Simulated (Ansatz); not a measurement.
# ZnSe (Stilleite) (F-43m) in Ansatz: notebook, part 2 of 2

Ansatz 0.2.0. The steps go on from the part before.

### 3 Projected density of states, LDA, collinear spin, ferromagnetic start (volume scaled by 1.08)

input.yaml

```yaml
crystal:
  lattice:
    - [0.0, 2.9074379026, 2.9074379026]
    - [2.9074379026, 0.0, 2.9074379026]
    - [2.9074379026, 2.9074379026, 0.0]
  atoms:
    - { symbol: Se, position: [0.75, 0.75, 0.75], spin: 0.5 }
    - { symbol: Zn, position: [0.0, 0.0, 0.0] }
hamiltonian:
  xc: lda
  pseudopotentials: { kind: paw }
magnetization:
  spin_polarized: true
kpoints:
  mp_grid: { grid: [8, 8, 8] }
scf:
  occupations: { method: fermi_dirac, width: 0.025 }
  n_extra_bands: 6
output:
  forces: true
  stress: true
  eigenvalues: true
  dos: { projected: true, de: 0.05, nscf_kmesh: { grid: [12, 12, 12] } }
```

Potentials or basis: Ansatz PAW.

Command:

```console
ansatz run input.yaml --threads 1 --pin off --max-ram 2560MiB --backend cpu --events-out ev --progress --plain --runs-dir out
```

Run time: 18 s. Hardware: 1 thread of Arm Neoverse V1, shared host; peak memory 0.38 GiB.

The run converged. Its results:

```
Free energy            : -8630.7031 eV
Pressure               : -6.9 GPa
Band gap on the k mesh : 0.74 eV, direct
Net moment             : 0.00 μB per cell
Absolute moment        : 0.00 μB per cell
```

Levels at points of the mesh, in eV from the valence-band top:
Spin up:
```tsv
k point	band 11	band 12	band 13	band 14	band 15	band 16	band 17	band 18
(0.00, 0.00, 0.00)	-6.12	0.00	0.00	0.00	0.74	5.72	5.72	5.72
(0.00, 0.00, -0.50)	-5.98	-4.82	-0.77	-0.77	2.22	6.29	6.29	8.10
(0.00, -0.50, -0.50)	-5.96	-4.50	-1.94	-1.94	2.97	3.30	9.96	10.56
```
Spin down:
```
             k point  band 11  band 12  band 13  band 14  band 15  band 16  band 17  band 18
  (0.00, 0.00, 0.00)    -6.12     0.00     0.00     0.00     0.74     5.72     5.72     5.72
 (0.00, 0.00, -0.50)    -5.98    -4.82    -0.77    -0.77     2.22     6.29     6.29     8.10
(0.00, -0.50, -0.50)    -5.96    -4.50    -1.94    -1.94     2.97     3.30     9.96    10.56
```

States per cell in windows of 0.5 eV (zero at the valence-band top; states under -8 eV left out):
| from (eV) | up | down | Zn 3d up | Zn 3d down | Se 4p up | Se 4p down | Zn 4s up | Zn 4s down |
| --- | --- | --- | --- | --- | --- | --- | --- | --- |
| -8.0 | 0.00 | 0.00 | 0.00 | 0.00 | 0.00 | 0.00 | 0.00 | 0.00 |
| -7.5 | 0.00 | 0.00 | 0.00 | 0.00 | 0.00 | 0.00 | 0.00 | 0.00 |
| -7.0 | 0.00 | 0.00 | 0.00 | 0.00 | 0.00 | 0.00 | 0.00 | 0.00 |
| -6.5 | 4.62 | 4.62 | 4.44 | 4.44 | 0.14 | 0.14 | 0.02 | 0.02 |
| -6.0 | 0.38 | 0.38 | 0.37 | 0.37 | 0.00 | 0.00 | 0.00 | 0.00 |
| -5.5 | 0.00 | 0.00 | 0.00 | 0.00 | 0.00 | 0.00 | 0.00 | 0.00 |
| -5.0 | 0.09 | 0.09 | 0.00 | 0.00 | 0.06 | 0.06 | 0.02 | 0.02 |
| -4.5 | 0.56 | 0.56 | 0.03 | 0.03 | 0.33 | 0.33 | 0.18 | 0.18 |
| -4.0 | 0.15 | 0.15 | 0.01 | 0.01 | 0.09 | 0.09 | 0.04 | 0.04 |
| -3.5 | 0.09 | 0.09 | 0.01 | 0.01 | 0.05 | 0.05 | 0.02 | 0.02 |
| -3.0 | 0.22 | 0.22 | 0.01 | 0.01 | 0.18 | 0.18 | 0.01 | 0.01 |
| -2.5 | 0.37 | 0.37 | 0.02 | 0.02 | 0.32 | 0.32 | 0.01 | 0.01 |
| -2.0 | 0.52 | 0.52 | 0.02 | 0.02 | 0.46 | 0.46 | 0.01 | 0.01 |
| -1.5 | 0.50 | 0.50 | 0.02 | 0.02 | 0.45 | 0.45 | 0.01 | 0.01 |
| -1.0 | 0.39 | 0.39 | 0.02 | 0.02 | 0.35 | 0.35 | 0.00 | 0.00 |
| -0.5 | 0.12 | 0.12 | 0.01 | 0.01 | 0.11 | 0.11 | 0.00 | 0.00 |
| 0.0 | 0.00 | 0.00 | 0.00 | 0.00 | 0.00 | 0.00 | 0.00 | 0.00 |
| 0.5 | 0.00 | 0.00 | 0.00 | 0.00 | 0.00 | 0.00 | 0.00 | 0.00 |
| 1.0 | 0.00 | 0.00 | 0.00 | 0.00 | 0.00 | 0.00 | 0.00 | 0.00 |
| 1.5 | 0.01 | 0.01 | 0.00 | 0.00 | 0.00 | 0.00 | 0.01 | 0.01 |
| 2.0 | 0.04 | 0.04 | 0.00 | 0.00 | 0.01 | 0.01 | 0.02 | 0.02 |
| 2.5 | 0.13 | 0.13 | 0.00 | 0.00 | 0.04 | 0.04 | 0.07 | 0.07 |
| 3.0 | 0.27 | 0.27 | 0.00 | 0.00 | 0.06 | 0.06 | 0.10 | 0.10 |
| 3.5 | 0.45 | 0.45 | 0.00 | 0.00 | 0.11 | 0.11 | 0.16 | 0.16 |
| 4.0 | 0.22 | 0.22 | 0.00 | 0.00 | 0.05 | 0.05 | 0.07 | 0.07 |
| 4.5 | 0.17 | 0.17 | 0.00 | 0.00 | 0.02 | 0.02 | 0.03 | 0.03 |
| 5.0 | 0.30 | 0.30 | 0.00 | 0.00 | 0.03 | 0.03 | 0.03 | 0.03 |
| 5.5 | 0.36 | 0.36 | 0.00 | 0.00 | 0.02 | 0.02 | 0.02 | 0.02 |
| 6.0 | 0.27 | 0.27 | 0.00 | 0.00 | 0.01 | 0.01 | 0.00 | 0.00 |
| 6.5 | 0.57 | 0.57 | 0.00 | 0.00 | 0.02 | 0.02 | 0.01 | 0.01 |
| 7.0 | 0.32 | 0.32 | 0.00 | 0.00 | 0.01 | 0.01 | 0.01 | 0.01 |
| 7.5 | 0.29 | 0.29 | 0.00 | 0.00 | 0.01 | 0.01 | 0.01 | 0.01 |

Caveat: the PAW data sets come from PBE, with cores solved anew for the run's functional, which leaves a small shift of forces and pressure; the starting moments weren't kept.

### 4 Band structure, RPBE, non-collinear spin, program default start

input.yaml

```yaml
crystal:
  lattice:
    - [0.0, 2.8338, 2.8338]
    - [2.8338, 0.0, 2.8338]
    - [2.8338, 2.8338, 0.0]
  atoms:
    - { symbol: Se, position: [0.75, 0.75, 0.75] }
    - { symbol: Zn, position: [0.0, 0.0, 0.0] }
hamiltonian:
  xc: rpbe
  pseudopotentials: { kind: paw, core: small }
magnetization:
  noncollinear: true
  spin_orbit: false
kpoints:
  mp_grid: { grid: [8, 8, 8] }
  band_path:
    path:
      - [[0.0, 0.0, 0.0], [0.5, 0.0, 0.5], [0.5, 0.25, 0.75], [0.375, 0.375, 0.75], [0.0, 0.0, 0.0], [0.5, 0.5, 0.5], [0.625, 0.25, 0.625], [0.5, 0.25, 0.75], [0.5, 0.5, 0.5], [0.375, 0.375, 0.75]]
      - [[0.625, 0.25, 0.625], [0.5, 0.0, 0.5]]
    npoints: 14
scf:
  occupations: { method: fixed }
  n_extra_bands: 6
output:
  forces: true
  stress: true
  eigenvalues: true
  fatbands: true
```

Command:

```console
ansatz run input.yaml --threads 1 --pin off --max-ram 2560MiB --backend cpu --events-out ev --progress --plain --runs-dir out
```

It took 39 s on 1 thread of Arm Neoverse V1, shared host; peak memory 0.47 GiB.

Results (log left out):

```
Free energy             : -8800.9846 eV
Pressure                : 4.4 GPa
Band gap on the k mesh  : 1.45 eV, direct
Band gap along the path : 1.45 eV, direct
Net moment              : 0.00 μB per cell
Absolute moment         : 0.00 μB per cell
```

Levels at the corners of the path, in eV from the valence-band top:
| point | band 24 | band 25 | band 26 | band 27 | band 28 | band 29 | band 30 | band 31 | band 32 | band 33 |
| --- | --- | --- | --- | --- | --- | --- | --- | --- | --- | --- |
| Γ | 0.00 | 0.00 | 0.00 | 0.00 | 0.00 | 1.45 | 1.45 | 5.87 | 5.87 | 5.87 |
| X | -4.71 | -2.17 | -2.17 | -2.17 | -2.17 | 3.14 | 3.14 | 3.57 | 3.57 | 10.90 |
| W | -4.64 | -2.73 | -2.73 | -2.63 | -2.63 | 5.61 | 5.61 | 5.61 | 5.61 | 7.07 |
| K | -4.67 | -3.05 | -3.05 | -1.78 | -1.78 | 3.71 | 3.71 | 5.69 | 5.69 | 9.18 |
| Γ | 0.00 | 0.00 | 0.00 | 0.00 | 0.00 | 1.45 | 1.45 | 5.87 | 5.87 | 5.87 |
| L | -5.18 | -0.86 | -0.86 | -0.86 | -0.86 | 2.67 | 2.67 | 6.45 | 6.45 | 6.45 |
| U | -4.67 | -3.05 | -3.05 | -1.78 | -1.78 | 3.71 | 3.71 | 5.69 | 5.69 | 9.18 |
| W | -4.64 | -2.73 | -2.73 | -2.63 | -2.63 | 5.61 | 5.61 | 5.61 | 5.61 | 7.07 |
| L | -5.18 | -0.86 | -0.86 | -0.86 | -0.86 | 2.67 | 2.67 | 6.45 | 6.45 | 6.45 |
| K | -4.67 | -3.05 | -3.05 | -1.78 | -1.78 | 3.71 | 3.71 | 5.69 | 5.69 | 9.18 |
| U | -4.67 | -3.05 | -3.05 | -1.78 | -1.78 | 3.71 | 3.71 | 5.69 | 5.69 | 9.18 |
| X | -4.71 | -2.17 | -2.17 | -2.17 | -2.17 | 3.14 | 3.14 | 3.57 | 3.57 | 10.90 |

Moments on the atoms (μB; x, y, z):
```
Se  0.00 0.00 0.00
Zn  0.00 0.00 0.00
```

Caveat: the PAW data sets come from PBE, with cores solved anew for the run's functional, which leaves a small shift of forces and pressure.

### 5 Against experiment

Step 4. A measured gap of ZnSe is 2.695 eV (an exciton energy, a little under the gap; 300 K; “Alloy Disordering Effects on the Thermal Conductivity and Energy Gap Temperature Dependence of Cd1−xZnxSe Ternary Crystals Grown by the Bridgman Method”, 2023, pmc:10253836); the calculated 1.45 eV misses it by -1.24 eV. Spin-orbit coupling on Se is left out. The value is that of RPBE, without temperature or zero-point motion. Semilocal functionals fall short of measured gaps as a rule.
